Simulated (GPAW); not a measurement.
Crystal: TaN.

```xyz
2
Lattice="0.0000 2.2113 2.2113 2.2113 0.0000 2.2113 2.2113 2.2113 0.0000" Properties=species:S:1:pos:R:3 pbc="T T T"
Ta    2.2113    2.2113    2.2113
N     0.0000    0.0000    0.0000
```

The cell comes from a database or a generator and needn't be the stable form of this composition.

- Program: GPAW 26.7.0
- Task: relaxation of cell and atoms
- Functional: PBEsol
- Dispersion: D4
- Potentials or basis: PAW data sets generated in the run's folder for this functional
- Cutoff: 800 eV
- Basis: pw
- k mesh: 10 × 10 × 10
- Occupations: fermi-dirac, width 0.05 eV
- Spin: no spin polarisation

At the start: pressure -13.9 GPa; volume 10.81 Å³/atom.

Task: How do energy, volume and symmetry change on relaxing?

Result: Over 4 steps the energy falls by 18.1 meV/atom and the volume is 10.37 Å³/atom (-4.1 %); space group Fm-3m (No. 225, to 0.05 Å).

The path:
| step | energy change (eV) | largest force (eV/Å) | pressure (GPa) | volume (Å³) |
| --- | --- | --- | --- | --- |
| 1 | 0.0000 | 0.0000 | -13.87 | 21.63 |
| 2 | -0.0272 | 0.0000 | -7.50 | 21.20 |
| 3 | -0.0361 | 0.0000 | 0.41 | 20.72 |
| 4 | -0.0362 | 0.0000 | -0.01 | 20.75 |

Final structure:
```
Ta N
1.0
     0.00000    2.18090    2.18090
     2.18090    0.00000    2.18090
     2.18090    2.18090    0.00000
Ta N
1 1
Direct
  0.50000 0.50000 0.50000
  0.00000 0.00000 0.00000
```

Caveat: later steps reuse the first step's grids; pairwise dispersion overbinds metals, which lowers pressure and volume.
